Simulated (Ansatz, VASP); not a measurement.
One calculation of W, two programs

```
CELL_PARAMETERS angstrom
0.00000 2.01850 2.01850
2.01850 0.00000 2.01850
2.01850 2.01850 0.00000
ATOMIC_POSITIONS crystal
W 0.00000 0.00000 0.00000
```

This isn't the form of W at room conditions, which is bcc.

Alike in both runs: task single point; functional PBE; k mesh 18 × 18 × 18; occupations gaussian, width 0.1 eV; no spin polarisation.

|  | VASP | Ansatz |
| --- | --- | --- |
| version | VASP 6.6.1 | Ansatz 0.2.0 |
| potentials or method | VASP PAW PBE potentials, release 64 (W_sv) | scalar-relativistic, plane waves, PAW |
| plane-wave cutoff (eV) | 520 | 420 |
| valence electrons in the cell | 14 | 14 |

Ansatz gave:

* gap on the k mesh at the Fermi level (eV): none
* pressure (GPa): 0.0

Task: Estimate VASP's values.

Result: gap on the k mesh at the Fermi level (eV): none; pressure (GPa): 0.5.

A gap of «none» marks a metal or a gap that the smearing closes.

Spin-orbit coupling is left out, which matters for the levels of W.
